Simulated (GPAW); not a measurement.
Runs of GPAW 26.7.0 on ZrN. It takes space group Fm-3m (No. 225, cubic). The conventional cell has a = 4.600 Å, b = 4.600 Å, c = 4.600 Å, α = 90.00°, β = 90.00°, γ = 90.00°. Zr (site symmetry m-3m) has 6 N at 2.30 Å as nearest neighbours. N (site symmetry m-3m) is surrounded by 6 Zr at 2.30 Å. 

```csv
task,level,potentials or basis,spin,U,k mesh,cutoff (eV),smearing,maxiter,fermi k mesh,U projector left unscaled,band path,band points,other keys,mesh quality,gap on the mesh (eV),pressure (GPa),moment (μB)
Fermi surface,revPBE+D4,"the program's PAW data sets (release 1.2.1) made for this functional, pw",off,-,6 × 6 × 6,680,fermi-dirac 0.01 eV,150,10 × 10 × 10,-,-,-,-,coarse,none,(a),-
single point,r2SCAN+U,"GPAW PAW data sets (gpaw-data 1.2.1), pw",off,Zr d U = 3 eV,10 × 10 × 10,800,fermi-dirac 0.05 eV,150,-,no,-,-,-,not flagged,none,4.7,-
electron localisation function,revPBE,"the program's PAW data sets (release 1.2.1) made for this functional, pw",off,-,6 × 6 × 6,680,fermi-dirac 0.01 eV,150,-,-,-,-,-,coarse,none,-1.8,-
electrostatic potential,r4SCAN+U,"GPAW PAW data sets (gpaw-data 1.2.1), pw",off,Zr d U = 2 eV,10 × 10 × 10,800,fermi-dirac 0.05 eV,150,-,no,-,-,-,not flagged,none,0.9,-
band structure,SCAN+U,"GPAW PAW data sets (gpaw-data 1.2.1), pw","collinear, random start",Zr d U = 4 eV,8 × 8 × 8,800,fermi-dirac 0.05 eV,50,-,no,"GXWKGLUWLK,UX",60,"several, not listed",not flagged,-,(b),0.00
band structure,optPBE-vdW,"GPAW PAW data sets (gpaw-data 1.2.1), pw","collinear, random start",-,10 × 10 × 10,800,fermi-dirac 0.05 eV,150,-,-,"GXWKGLUWLK,UX",80,-,not flagged,-,-,0.00
```

Alike in all rows: cell as given.

Question: Fill in the values left out.

Answer: (a) -10.6; (b) 6.5.

Caveats: some runs use coarse meshes; the PAW data sets were made with another functional, which shifts forces and pressure a little (some runs); the cutoff is short for stress and forces, so pressures can be off by a GPa or more (some runs); U without spin polarisation on a metal has little footing (some runs); pairwise dispersion overbinds metals, which lowers pressure and volume (some runs).

A k mesh can miss the band edges, and the runs leave out spin-orbit coupling on Zr.

A gap of «none» marks a metal or a gap under the smearing width.
